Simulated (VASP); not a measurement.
# TiO2 (I4_1/amd) in VASP: a series of runs

The runs below take TiO2 through relaxation of cell and atoms, with RPBE, PBE, rev-vdW-DF2.

Everything below comes from runs of VASP 6.6.1. Logs are shortened: lines on timing, memory, paths and dates and some standing lists are left out, and cuts for length are marked.

## (1) The crystal as given

Symmetry: I4_1/amd, No. 141, tetragonal system. The conventional cell has a = 3.784 Å, b = 3.784 Å, c = 9.515 Å, α = 90.00°, β = 90.00°, γ = 90.00°. Ti (site symmetry -4m2) is surrounded by 6 O at 1.93 to 1.98 Å. O (site symmetry 2mm) has 3 Ti at 1.93 to 1.98 Å as nearest neighbours.

## (2) Relaxation of cell and atoms, RPBE

File INCAR:

```
SYSTEM = TiO2
  PREC = Accurate
  ENCUT = 600
  EDIFF = 1E-6
  ISMEAR = 0
  SIGMA = 0.03
  LREAL = .False.
  LASPH = .True.
  NELM = 80
  ALGO = Normal
  ISIF = 3
  LWAVE = .False.
  LCHARG = .False.
  GGA = RP
  IBRION = 2
  NSW = 90
  EDIFFG = -0.01
  KPAR = 2
```

File KPOINTS:

```
regular mesh
0
Gamma
  10 10 10
  0 0 0
```

File POSCAR:

```
TiO2
1.0
   -1.8921000000      1.8921000000      4.7573000000
    1.8921000000     -1.8921000000      4.7573000000
    1.8921000000      1.8921000000     -4.7573000000
Ti O
2 4
Direct
    0.0000000000      0.0000000000      0.0000000000
    0.7500000000      0.2500000000      0.5000000000
    0.2081000000      0.2081000000      0.0000000000
    0.9581000000      0.4581000000      0.5000000000
    0.5419000000      0.0419000000      0.5000000000
    0.7919000000      0.7919000000      0.0000000000
```

Potentials or basis: VASP PAW PBE potentials, release 64 (Ti_sv, O).

The run is started by

```
cat potpaw_PBE.64/Ti_sv/POTCAR potpaw_PBE.64/O/POTCAR > POTCAR
mpirun -np 2 vasp_std > vasp.out
```

OUTCAR:

```text
SYSTEM = TiO2
   PREC = Accurate
   ENCUT = 600
   EDIFF = 1E-6
   ISMEAR = 0
   LREAL = .False.
   LASPH = .True.
   NELM = 80
   ISIF = 3
   GGA = RP
   IBRION = 2
   NSW = 90
   EDIFFG = -0.01

 ion  position               nearest neighbor table
   1  0.000  0.000  0.000-   5 1.93   4 1.93   5 1.93   4 1.93   3 1.98   6 1.98
   2  0.750  0.250  0.500-   6 1.93   3 1.93   6 1.93   3 1.93   4 1.98   5 1.98
   3  0.208  0.208  0.000-   2 1.93   2 1.93   1 1.98
   4  0.958  0.458  0.500-   1 1.93   1 1.93   2 1.98
   5  0.542  0.042  0.500-   1 1.93   1 1.93   2 1.98
   6  0.792  0.792  0.000-   2 1.93   2 1.93   1 1.98

  LATTYP: Found a body centered tetragonal cell.
 ALAT       =     3.7842000000
 C/A-ratio  =     2.5142962846

  Lattice vectors:

 A1 = (  -1.8921000000,   1.8921000000,   4.7573000000)
 A2 = (   1.8921000000,  -1.8921000000,   4.7573000000)
 A3 = (   1.8921000000,   1.8921000000,  -4.7573000000)

Analysis of symmetry for initial positions (statically):
=====================================================================
 Subroutine PRICEL returns:
 Original cell was already a primitive cell.

 Routine SETGRP: Setting up the symmetry group for a
 body centered tetragonal supercell.

 Subroutine GETGRP returns: Found 16 space group operations
 (whereof  8 operations were pure point group operations)
 out of a pool of 16 trial point group operations.

The static configuration has the point symmetry D_2d.
 The point group associated with its full space group is D_4h.

Analysis of symmetry for dynamics (positions and initial velocities):
=====================================================================
 Subroutine PRICEL returns:
 Original cell was already a primitive cell.

 Routine SETGRP: Setting up the symmetry group for a
 body centered tetragonal supercell.

 Subroutine GETGRP returns: Found 16 space group operations
 (whereof  8 operations were pure point group operations)
 out of a pool of 16 trial point group operations.

The dynamic configuration has the point symmetry D_2d.
 The point group associated with its full space group is D_4h.

 Subroutine INISYM returns: Found 16 space group operations
 (whereof  8 operations are pure point group operations),
 and found     1 'primitive' translations

----------------------------------------------------------------------------------------

                                     Primitive cell

  volume of cell :      68.1253

  direct lattice vectors                    reciprocal lattice vectors
    -1.892100000  1.892100000  4.757300000     0.000000000  0.264256646  0.105101633
     1.892100000 -1.892100000  4.757300000     0.264256646  0.000000000  0.105101633
     1.892100000  1.892100000 -4.757300000     0.264256646  0.264256646  0.000000000

  length of vectors
     5.458203744  5.458203744  5.458203744     0.284390450  0.284390450  0.373715333

  position of ions in fractional coordinates (direct lattice)
     0.000000000  0.000000000  0.000000000
     0.750000000  0.250000000  0.500000000
     0.208100000  0.208100000  0.000000000
     0.958100000  0.458100000  0.500000000
     0.541900000  0.041900000  0.500000000
     0.791900000  0.791900000  0.000000000

  ion indices of the primitive-cell ions
   primitive index   ion index
                 1           1
                 2           2
                 3           3
                 4           4
                 5           5
                 6           6

----------------------------------------------------------------------------------------

 KPOINTS: regular mesh

Automatic generation of k-mesh.
 Grid dimensions read from file:
 generate k-points for:   10   10   10

 Generating k-lattice:

  Cartesian coordinates                     Fractional coordinates (reciprocal lattice)
     0.000000000  0.026425665  0.010510163     0.100000000  0.000000000  0.000000000
     0.026425665  0.000000000  0.010510163     0.000000000  0.100000000  0.000000000
     0.026425665  0.026425665  0.000000000     0.000000000  0.000000000  0.100000000

  Length of vectors
     0.028439045  0.028439045  0.037371533

  Shift w.r.t. Gamma in fractional coordinates (k-lattice)
     0.000000000  0.000000000  0.000000000

 Subroutine IBZKPT returns following result:
 ===========================================

 Found    102 irreducible k-points:

 Following reciprocal coordinates:
            Coordinates               Weight
  0.000000  0.000000  0.000000      1.000000
  0.100000 -0.000000  0.000000      8.000000
  0.200000 -0.000000  0.000000      8.000000
  0.300000 -0.000000  0.000000      8.000000
  0.400000  0.000000  0.000000      8.000000
  0.500000  0.000000  0.000000      4.000000
[... 16 lines left out ...]
  0.300000  0.300000  0.000000      8.000000
  0.400000  0.300000  0.000000     16.000000
 [... further k-points ...]
   k-points           NKPTS =    102   k-points in BZ     NKDIM =    102   number of bands    NBANDS=     28
   number of dos      NEDOS =    301   number of ions     NIONS =      6
   total plane-waves  NPLWV = 110592
   dimension x,y,z NGX =    48 NGY =   48 NGZ =   48
   dimension x,y,z NGXF=    96 NGYF=   96 NGZF=   96
   ions per type =               2   4
   NGX,Y,Z   is equivalent  to a cutoff of  14.62, 14.62, 14.62 a.u.
   NGXF,Y,Z  is equivalent  to a cutoff of  29.24, 29.24, 29.24 a.u.
 SYSTEM =  TiO2
   PREC   = accura    normal or accurate (medium, high low for compatibility)
   ISTART =      0    job   : 0-new  1-cont  2-samecut
   ICHARG =      2    charge: 1-file 2-atom 10-const
   ISPIN  =      1    spin polarized calculation?
   LNONCOLLINEAR =      F non collinear calculations
   LSORBIT =      F    spin-orbit coupling
   LASPH  =      T    aspherical Exc in radial PAW
   ENCUT  =  600.0 eV  44.10 Ry    6.64 a.u.  10.90 10.90 10.90*2*pi/ulx,y,z
   NELM   =     80;   NELMIN=  2; NELMDL= -5     # of ELM steps
   EDIFF  = 0.1E-05   stopping-criterion for ELM
   LREAL  =      F    real-space projection
   EDIFFG = -.1E-01   stopping-criterion for IOM
   NSW    =     90    number of steps for IOM
   IBRION =      2    ionic relax: 0-MD 1-quasi-New 2-CG
   NFREE  =      1    steps in history (QN), initial steepest desc. (CG)
   ISIF   =      3    stress and relaxation
   ISYM   =      2    0-nonsym 1-usesym 2-fastsym
   POTIM  = 0.5000    time-step for ionic-motion
   TEBEG  =    0.0;   TEEND  =   0.0 temperature during run
   PSTRESS=    0.0 pullay stress
   NELECT =      48.0000    total number of electrons
   NUPDOWN=      -1.0000    fix difference up-down
   EMIN   =  10.00;   EMAX   =-10.00  energy-range for DOS
   EFERMI =   0.00;   METHOD = LEGACY
   ISMEAR =     0;   SIGMA  =   0.03  broadening in eV -4-tet -1-fermi 0-gaus
   EFERMI_NEDOS =   21; number of points for ismear=-14 and -15
   IALGO  =     38    algorithm
   IMIX   =      4    mixing-type and parameters
     AMIX     =   0.40;   BMIX     =  1.00
     AMIX_MAG =   1.60;   BMIX_MAG =  1.00
  volume/ion in A,a.u.               =      11.35        76.62
  Fermi-wavevector in a.u.,A,eV,Ry     =   1.456752  2.752862 28.873289  2.122127
  Thomas-Fermi vector in A             =   2.573634
   LORBIT       =      0    0 simple, 1 ext, 2 COOP (PROOUT), +10 PAW based schemes
   GGA     = RP    functional components
   LHFCALC =     F    Hartree Fock is set to
   AEXX    =    0.0000 exact exchange contribution
   IVDW    =     0    specifies the selected vdW correction
   LEPSILON=     F    determine dielectric tensor
   LRPA    =     F    only Hartree local field effects (RPA)
 conjugate gradient relaxation of ions
 non-spin polarized calculation
 Gauss-broadening in eV      SIGMA  =   0.03
  energy-cutoff  :      600.00
  volume of cell :       68.13
 maximum number of plane-waves:      2300
 NGX is ok and might be reduce to    48
   NGX = 21   NGY = 21   NGZ = 21

--------------------------------------- Ionic step        1  -------------------------------------------

 number of electron      47.9999997 magnetization

 Free energy of the ion-electron system (eV)
  ---------------------------------------------------
  ext. energy  EPLUGINS =         0.00000000
  ---------------------------------------------------
  free energy    TOTEN  =       -51.38163540 eV

  energy without entropy =      -51.38163540  energy(sigma->0) =      -51.38163540

------------------------ aborting loop because EDIFF is reached ----------------------------------------

  FORCE on cell =-STRESS in cart. coord.  units (eV):
  Direction    XX          YY          ZZ          XY          YZ          ZX
  --------------------------------------------------------------------------------------
  -------------------------------------------------------------------------------------
  Total        4.1050415      4.1050415      4.7300609      0.0000000      0.0000000      0.0000000
  in kB       96.5426982     96.5426982    111.2419561      0.0000000      0.0000000      0.0000000
  external PRESSURE =     101.4424508 kB  Pullay stress =       0.0000000 kB
[... 27 lines left out ...]
--------------------------------------- Ionic step        2  -------------------------------------------

 number of electron      48.0000004 magnetization

 E-fermi :   2.9759     XC(G=0):  -9.9079

 val. band max:        2.7001504553   @ k =  -0.4000   0.4000   0.0000
 cond. band min:       4.5918095203   @ k =   0.0000   0.0000   0.0000
 fundamental gap:      1.8916590650
 Fermi energy:         2.9759478711

 k-point     1 :       0.0000    0.0000    0.0000
  band No.  band energies     occupation
      1     -54.2877      2.00000
      2     -54.2522      2.00000
      3     -30.5448      2.00000
      4     -30.3833      2.00000
      5     -30.3833      2.00000
      6     -30.3371      2.00000
[... 808 lines left out ...]
  FREE ENERGIE OF THE ION-ELECTRON SYSTEM (eV)
  ---------------------------------------------------
  free  energy   TOTEN  =       -51.4807589292 eV

  energy  without entropy=      -51.4807589292  energy(sigma->0) =      -51.48075893

[... ionic steps 4 to 10 ...]

--------------------------------------- Ionic step       11  -------------------------------------------

 number of electron      47.9999999 magnetization

------------------------ aborting loop because EDIFF is reached ----------------------------------------
[... 75 lines left out ...]
--------------------------------------- Ionic step       13  -------------------------------------------

 number of electron      48.0000000 magnetization

 Free energy of the ion-electron system (eV)
  ---------------------------------------------------
  ext. energy  EPLUGINS =         0.00000000
  ---------------------------------------------------
  free energy    TOTEN  =       -51.48904682 eV

  energy without entropy =      -51.48904682  energy(sigma->0) =      -51.48904682

 E-fermi :   3.3710     XC(G=0): -10.1422

 val. band max:        3.0636198881   @ k =  -0.4000   0.4000   0.0000
 cond. band min:       5.1859627067   @ k =   0.0000   0.0000   0.0000
 fundamental gap:      2.1223428186
 Fermi energy:         3.3709742524

 k-point     1 :       0.0000    0.0000    0.0000
  band No.  band energies     occupation
      1     -53.6253      2.00000
      2     -53.5816      2.00000
      3     -29.9440      2.00000
      4     -29.7484      2.00000
      5     -29.7484      2.00000
      6     -29.6945      2.00000
[... 768 lines left out ...]
  FREE ENERGIE OF THE ION-ELECTRON SYSTEM (eV)
  ---------------------------------------------------
  free  energy   TOTEN  =       -51.4890468173 eV

  energy  without entropy=      -51.4890468173  energy(sigma->0) =      -51.48904682

 reached required accuracy - stopping structural energy minimisation
```

Run time: 18 min. Hardware: 2 MPI ranks of AMD EPYC 9R45 (Zen 5), shared host; peak memory 0.46 GiB.

What came out:

```yaml
Free_energy: -51.4890 eV
Relaxed_volume: 11.97 Å³/atom
Relaxed_cell: a = 5.605 Å, b = 5.605 Å, c = 5.605 Å, α = 140.10°, β = 140.10°, γ = 57.70°
Space_group_after_relaxing_to_0.05_Å: I4_1/amd (No. 141)
Energy_gained_by_relaxing: 17.9 meV/atom
Ionic_steps: 13
Pressure_after_relaxing: 0.0 GPa
Largest_force_after_relaxing: 0.005 eV/Å
Band_gap_on_the_k_mesh: 2.12 eV, indirect (least direct gap 2.39 eV)
```

Forces in eV/Å, atoms in the order of the input:
```
Ti   0.000  0.000  0.000
Ti   0.000  0.000  0.000
O    0.000  0.000 -0.005
O    0.000  0.000 -0.005
O    0.000  0.000  0.005
O    0.000  0.000  0.005
```

The path:
```tsv
step	energy change (eV)	largest force (eV/Å)	pressure (GPa)	volume (Å³)
1	0.0000	0.1891	10.14	68.13
2	0.0372	0.4893	-9.62	75.46
3	-0.0991	0.1588	0.03	71.37
4	-0.0991	0.1524	0.20	71.30
5	-0.1021	0.0698	0.14	71.46
6	-0.1027	0.0018	0.06	71.58
7	-0.1049	0.0022	-0.19	71.75
8	-0.1066	0.0007	-0.70	72.07
9	-0.1063	0.0277	0.90	71.52
10	-0.1074	0.0125	0.07	71.81
11	-0.1074	0.0118	0.00	71.82
12	-0.1074	0.0124	0.02	71.82
13	-0.1074	0.0049	-0.04	71.83
```

Final structure:
```xyz
6
Lattice="-1.9125 1.9125 4.9095 1.9125 -1.9125 4.9095 1.9125 1.9125 -4.9095" Properties=species:S:1:pos:R:3 pbc="T T T"
Ti    1.9125    1.9125   -4.9095
Ti    0.0000    1.9125    2.4548
O     0.0000    0.0000    2.0196
O     0.0000    1.9125    4.4744
O     0.0000    1.9125    0.4351
O     0.0000    0.0000    7.7994
```

Caveat: the PAW data sets were made with another functional, which shifts forces and pressure a little. A k mesh can miss the band edges.

(Part 1 of 3 ends here.)
